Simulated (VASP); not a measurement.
Mg:

```
Mg
1.0
    -1.83599    1.83599    1.67940
     1.83599   -1.83599    1.67940
     1.83599    1.83599   -1.67940
Mg
1
Direct
  0.00000 0.00000 0.00000
```

This isn't the form of Mg at room conditions, which is hcp.

```yaml
Program: VASP 6.6.1
Task: single point
Functional: PBE
Potentials_or_basis: VASP PAW PBE potentials, release 64 (Mg)
Cutoff: 520 eV
k_mesh: 11 × 11 × 11
Occupations: fermi-dirac, width 0.05 eV
Spin: no spin polarisation
```

On this cell: pressure 0.4 GPa; band gap on the k mesh none (metal or under the smearing width).

The same run follows on a disturbed copy (cell strained at random at fixed volume):

```
Mg
1.0
    -1.78838    1.82401    1.69227
     1.82438   -1.82503    1.73276
     1.79404    1.83070   -1.69339
Mg
1
Direct
  0.00166 0.01882 0.01069
```

What changes?

The energy (extrapolated to zero smearing) moves by -0.4 meV/atom; pressure 0.3 GPa; band gap on the k mesh none (metal or under the smearing width).

Stress tensor (GPa, compression positive):
```
 0.34 -0.06 -0.74
-0.06 -0.06  0.01
-0.74  0.01  0.73
```
